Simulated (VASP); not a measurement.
# C (Fm-3m) in VASP: notebook, part 3 of 3

VASP 6.6.1.

**5. Single point, PBE**

File INCAR:

```
SYSTEM = C
  ALGO = Normal
  EDIFF = 1E-6
  ENCUT = 520
  GGA = PE
  ISIF = 2
  ISMEAR = 0
  LASPH = .True.
  LCHARG = .False.
  LREAL = .False.
  LWAVE = .False.
  NBANDS = 31
  NELM = 80
  PREC = Accurate
  SIGMA = 0.1
```

File KPOINTS:

```
k-points
0
Gamma
  4 4 4
  0 0 0
```

File POSCAR:

```
C
1.0
   -0.0000198221      3.3471566728      3.3471716822
    3.3471817049     -0.0000163506      3.3471689572
    3.3471870926      3.3471591795     -0.0000220328
C
10
Direct
    0.2500008998      0.2500003284      0.2500010450
    0.8824184137      0.8824204219      0.8824182230
    0.8824206871      0.8824192693      0.3527383642
    0.8824192194      0.3527401758      0.8824193695
    0.3527389838      0.8824199313      0.8824223438
    0.6472613776      0.1175806036      0.1175782386
    0.1175793176      0.1175807503      0.6472612460
    0.1175791588      0.6472607843      0.1175807194
    0.1175826143      0.1175791334      0.1175813513
    0.7499993280      0.7499986017      0.7499990993
```

Potentials or basis: VASP PAW PBE potentials, release 64 (C).

On the command line:

```
$ cat potpaw_PBE.64/C/POTCAR > POTCAR
$ mpirun -np 1 vasp_std > vasp.out
```

OUTCAR:

```text
SYSTEM = C
   EDIFF = 1E-6
   ENCUT = 520
   GGA = PE
   ISIF = 2
   ISMEAR = 0
   LASPH = .True.
   LREAL = .False.
   NELM = 80
   PREC = Accurate

 ion  position               nearest neighbor table
   1  0.250  0.250  0.250-   9 1.54   8 1.54   6 1.54   7 1.54
   2  0.882  0.882  0.882-  10 1.54   8 1.57   7 1.57   6 1.57
   3  0.882  0.882  0.353-  10 1.54   6 1.57   8 1.57   9 1.57
   4  0.882  0.353  0.882-  10 1.54   6 1.57   7 1.57   9 1.57
   5  0.353  0.882  0.882-  10 1.54   7 1.57   8 1.57   9 1.57
   6  0.647  0.118  0.118-   1 1.54   3 1.57   4 1.57   2 1.57
   7  0.118  0.118  0.647-   1 1.54   5 1.57   4 1.57   2 1.57
   8  0.118  0.647  0.118-   1 1.54   3 1.57   5 1.57   2 1.57
   9  0.118  0.118  0.118-   1 1.54   5 1.57   3 1.57   4 1.57
  10  0.750  0.750  0.750-   2 1.54   4 1.54   5 1.54   3 1.54

  LATTYP: Found a face centered cubic cell.
 ALAT       =     6.6943506622

  Lattice vectors:

[... 182 lines left out ...]
 fundamental gap:      2.2320217452
 Fermi energy:         6.5964748540

 k-point     1 :       0.0000    0.0000    0.0000
  band No.  band energies     occupation
      1     -14.4909      2.00000
      2      -8.3038      2.00000
      3      -8.0260      2.00000
      4      -7.0784      2.00000
      5      -7.0783      2.00000
      6      -7.0781      2.00000
[... 261 lines left out ...]
     30      17.0127      0.00000
     31      17.0134      0.00000

------------------------ aborting loop because EDIFF is reached ----------------------------------------

  FORCE on cell =-STRESS in cart. coord.  units (eV):
  Direction    XX          YY          ZZ          XY          YZ          ZX
  --------------------------------------------------------------------------------------
  -------------------------------------------------------------------------------------
  Total        0.2424753      0.2424712      0.2424734     -0.0000010     -0.0000014     -0.0000018
  in kB        5.1797721      5.1796848      5.1797320     -0.0000219     -0.0000295     -0.0000387
  external PRESSURE =       5.1797296 kB  Pullay stress =       0.0000000 kB

 VOLUME and BASIS-vectors are now :
 -----------------------------------------------------------------------------
  energy-cutoff  :      520.00
  volume of cell :       75.00
      direct lattice vectors                 reciprocal lattice vectors
    -0.000019822  3.347156673  3.347171682    -0.149377978  0.149380207  0.149379276
     3.347181705 -0.000016351  3.347168957     0.149379083 -0.149379345  0.149379560
     3.347187093  3.347159180 -0.000022033     0.149378595  0.149379989 -0.149378435

 POSITION                                       TOTAL-FORCE (eV/Angst)
 -----------------------------------------------------------------------------------
      1.67359      1.67358      1.67358         0.000000      0.000000     -0.000000
      5.90722      5.90717      5.90720        -0.020483     -0.020483     -0.020483
      4.13428      4.13426      5.90721         0.020483      0.020483     -0.020483
      4.13429      5.90719      4.13427         0.020483     -0.020483      0.020483
      5.90725      4.13427      4.13427        -0.020483      0.020483      0.020483
      0.78711      2.56004      2.56005         0.020483     -0.020483     -0.020483
      2.56007      2.56004      0.78711        -0.020483     -0.020483      0.020483
      2.56006      0.78711      2.56005        -0.020483      0.020483     -0.020483
      0.78712      0.78713      0.78712         0.020483      0.020483      0.020483
      5.02075      5.02072      5.02073         0.000000      0.000000      0.000000
 -----------------------------------------------------------------------------------
    total drift:                               -0.000063     -0.000375      0.000841

  FREE ENERGIE OF THE ION-ELECTRON SYSTEM (eV)
  ---------------------------------------------------
  free  energy   TOTEN  =       -85.0085463124 eV

  energy  without entropy=      -85.0085463124  energy(sigma->0) =      -85.00854631
```

OSZICAR:

```text
N       E                     dE             d eps       ncg     rms          rms(c)
DAV:   1     0.125244699193E+03    0.12524E+03   -0.20915E+04   496   0.123E+03
DAV:   2    -0.797176275619E+02   -0.20496E+03   -0.19814E+03   631   0.245E+02
DAV:   3    -0.892881036433E+02   -0.95705E+01   -0.95013E+01   640   0.513E+01
DAV:   4    -0.894106689152E+02   -0.12257E+00   -0.12240E+00   664   0.636E+00
DAV:   5    -0.894136522127E+02   -0.29833E-02   -0.29829E-02   656   0.951E-01    0.121E+01
DAV:   6    -0.861136182770E+02    0.33000E+01   -0.28111E+00   594   0.809E+00    0.703E+00
DAV:   7    -0.849896307118E+02    0.11240E+01   -0.26070E+00   609   0.770E+00    0.203E+00
DAV:   8    -0.849987040071E+02   -0.90733E-02   -0.13907E-01   581   0.204E+00    0.696E-01
DAV:   9    -0.850072153625E+02   -0.85114E-02   -0.15766E-02   601   0.688E-01    0.166E-01
DAV:  10    -0.850086010249E+02   -0.13857E-02   -0.24379E-03   552   0.276E-01    0.622E-02
DAV:  11    -0.850085632306E+02    0.37794E-04   -0.45822E-04   566   0.116E-01    0.240E-02
DAV:  12    -0.850085526200E+02    0.10611E-04   -0.29371E-05   657   0.319E-02    0.160E-02
DAV:  13    -0.850085469834E+02    0.56366E-05   -0.23464E-05   580   0.259E-02    0.481E-03
DAV:  14    -0.850085463124E+02    0.67101E-06   -0.14957E-06   496   0.669E-03
   1 F= -.85008546E+02 E0= -.85008546E+02  d E =-.621982E-13
```

stdout:

```text
POSCAR found type information on POSCAR C
 POSCAR found :  1 types and      10 ions
 scaLAPACK will be used
 LDA part: xc-table for (Slater+PW92), standard interpolation
 POSCAR, INCAR and KPOINTS ok, starting setup
 FFT: planning ... GRIDC
 FFT: planning ... GRID_SOFT
 FFT: planning ... GRID
 WAVECAR not read
 entering main loop
```

Wall time 33 s (1 thread of Intel Xeon Platinum 8488C (Sapphire Rapids), shared host); peak memory 0.18 GiB.

What came out:

```
Free energy            : -85.0085 eV
Pressure               : 0.5 GPa
Largest force          : 0.035 eV/Å
Band gap on the k mesh : 2.23 eV, indirect (least direct gap 3.47 eV)
```

Forces on the atoms (eV/Å):
```
C    0.000  0.000  0.000
C   -0.020 -0.020 -0.020
C    0.020  0.020 -0.020
C    0.020 -0.020  0.020
C   -0.020  0.020  0.020
C    0.020 -0.020 -0.020
C   -0.020 -0.020  0.020
C   -0.020  0.020 -0.020
C    0.020  0.020  0.020
C    0.000  0.000  0.000
```

**6. Relaxation of cell and atoms, PBE**

File INCAR:

```
PREC = Accurate
ENCUT = 600
EDIFF = 1E-6
ISMEAR = 0
SIGMA = 0.1
LREAL = False
LASPH = True
NELM = 60
ALGO = Normal
ISIF = 3
LWAVE = False
LCHARG = False
GGA = PE
IBRION = 2
NSW = 80
EDIFFG = -0.025
```

File KPOINTS:

```
regular mesh
0
Gamma
  4 4 4
```

File POSCAR:

```
C
1.0
   -0.0513520055      3.3159190293      3.2816951539
    3.2562651635     -0.0580382518      3.2883814002
    3.2602157986      3.3265559106     -0.0619888869
C
10
Direct
    0.2431277435      0.2724838097      0.2294552280
    0.8755198445      0.8657615565      0.8892983499
    0.9062462878      0.8772780986      0.3504658294
    0.8584096942      0.3364421812      0.9072837868
    0.3664848383      0.8595502616      0.8888170812
    0.6520440061      0.1296093907      0.1106368827
    0.1230933615      0.1094577065      0.6476283096
    0.1174095597      0.6498933246      0.1129656724
    0.1127438353      0.1353712303      0.1236619000
    0.7449208292      0.7641524403      0.7397869599
```

Potentials or basis: VASP PAW PBE potentials, release 64 (C).

On the command line:

```
$ cat potpaw_PBE.64/C/POTCAR > POTCAR
$ mpirun -np 1 vasp_std > vasp.out
```

Wall time 13 min (1 thread of Intel Xeon Platinum 8488C (Sapphire Rapids), shared host); peak memory 0.25 GiB.

The run converged. Its results:

- Free energy: -85.0211 eV
- Relaxed volume: 7.50 Å³/atom
- Relaxed cell: a = 4.734 Å, b = 4.734 Å, c = 4.734 Å, α = 59.99°, β = 59.99°, γ = 60.00°
- Space group after relaxing (to 0.05 Å): Fm-3m (No. 225)
- Energy gained by relaxing: 191.8 meV/atom
- Ionic steps: 15
- Pressure after relaxing: 0.0 GPa
- Largest force after relaxing: 0.023 eV/Å
- Band gap on the k mesh: 2.23 eV, indirect (least direct gap 3.47 eV)

Forces on the atoms (eV/Å):
```
C    0.015 -0.011  0.006
C   -0.006 -0.007  0.003
C   -0.002 -0.013 -0.019
C    0.001  0.007  0.007
C    0.005  0.009 -0.004
C   -0.002 -0.002  0.005
C    0.000  0.010  0.012
C    0.000 -0.004 -0.005
C   -0.004  0.017 -0.003
C   -0.006 -0.005 -0.003
```

Step by step:
```csv
step,energy change (eV),largest force (eV/Å),pressure (GPa),volume (Å³)
1,0.0000,8.7270,14.35,72.95
2,2.9422,8.9713,2.67,79.91
3,-1.5616,2.7446,-0.15,75.08
4,-1.5791,2.6348,0.39,74.91
5,-1.5819,2.6340,0.75,74.81
6,-1.5423,2.9021,-0.86,75.81
7,-1.8700,0.7669,-0.78,75.29
8,-1.8870,0.8713,-0.17,75.03
9,-1.9047,0.3185,-0.51,75.14
10,-1.9155,0.1888,0.48,74.91
11,-1.9155,0.1895,0.49,74.91
12,-1.9178,0.1027,-0.02,75.02
13,-1.9179,0.0846,0.06,75.00
14,-1.9181,0.0664,-0.05,75.04
15,-1.9182,0.0233,-0.01,75.03
```

Final structure:
```xyz
10
Lattice="0.0006 3.3481 3.3474 3.3480 0.0006 3.3471 3.3478 3.3478 -0.0004" Properties=species:S:1:pos:R:3 pbc="T T T"
C     1.6736    1.6744    1.6732
C     5.9093    5.9097    5.9061
C     4.1362    4.1370    5.9080
C     4.1359    5.9078    4.1339
C     5.9083    4.1351    4.1347
C     0.7880    2.5613    2.5594
C     2.5603    2.5596    0.7863
C     2.5605    0.7887    2.5601
C     0.7875    0.7866    0.7880
C     5.0227    5.0225    5.0208
```

Levels at points of the mesh, in eV from the valence-band top:
```tsv
k point	band 17	band 18	band 19	band 20	band 21	band 22	band 23	band 24
(0.00, 0.00, 0.00)	-1.32	0.00	0.00	0.00	3.52	3.85	3.86	3.86
(0.50, 0.00, 0.00)	-2.30	-1.50	-1.50	-1.24	2.23	6.13	6.22	6.22
(0.00, 0.50, 0.00)	-2.30	-1.50	-1.50	-1.24	2.23	6.13	6.22	6.22
(0.50, 0.50, 0.00)	-2.94	-2.94	-1.55	-1.55	5.32	5.32	5.48	6.37
(0.00, 0.00, 0.50)	-2.30	-1.50	-1.50	-1.24	2.23	6.13	6.22	6.22
(0.50, 0.00, 0.50)	-2.94	-2.94	-1.55	-1.55	5.32	5.32	5.48	6.37
(0.00, 0.50, 0.50)	-2.94	-2.94	-1.55	-1.55	5.32	5.32	5.47	6.37
(0.50, 0.50, 0.50)	-2.30	-1.50	-1.50	-1.24	2.23	6.13	6.21	6.22
```

A k mesh can miss the band edges.

**7. The runs side by side**

| task | cell | k mesh | cutoff (eV) | smearing | gap on the mesh (eV) | pressure (GPa) | largest force (eV/Å) |
| --- | --- | --- | --- | --- | --- | --- | --- |
| single point | Fm-3m, 7.5 Å³/atom | 8 × 8 × 8 | 520 | gaussian 0.02 eV | 2.23 | 0.5 | 0.02 |
| relaxation of cell and atoms | relaxed | 8 × 8 × 8 | 600 | gaussian 0.02 eV | 2.23 | 0.2 | - |
| single point | Fm-3m, 7.12 Å³/atom | 4 × 4 × 4 | 520 | gaussian 0.1 eV | 2.34 | 26.4 | 3.87 |
| single point | cell x1, atoms moved at random (sigma 0.05 Å) and cell strained at random (1.5 %), then relaxed without symmetry | 4 × 4 × 4 | 520 | gaussian 0.1 eV | 2.23 | 0.5 | 0.04 |
| relaxation of cell and atoms | relaxed from: cell x1, atoms moved at random (sigma 0.05 Å) and cell strained at random (1.5 %), then relaxed without symmetry | 4 × 4 × 4 | 600 | gaussian 0.1 eV | 2.23 | 0.0 | 0.02 |

Alike in all rows: level PBE; potentials or basis VASP PAW PBE potentials, release 64 (C); no spin polarisation.

Caveats: the relaxation stopped at its first step, so nothing moved (some runs); so large a pressure means that the cell lies far from this level's equilibrium, or that cutoff or potentials fall short (some runs); forces of over 1 eV/Å show positions far from the minimum, so gaps and moduli don't describe the material at rest (some runs).

Absolute energies hang on the potentials; compare differences alone.
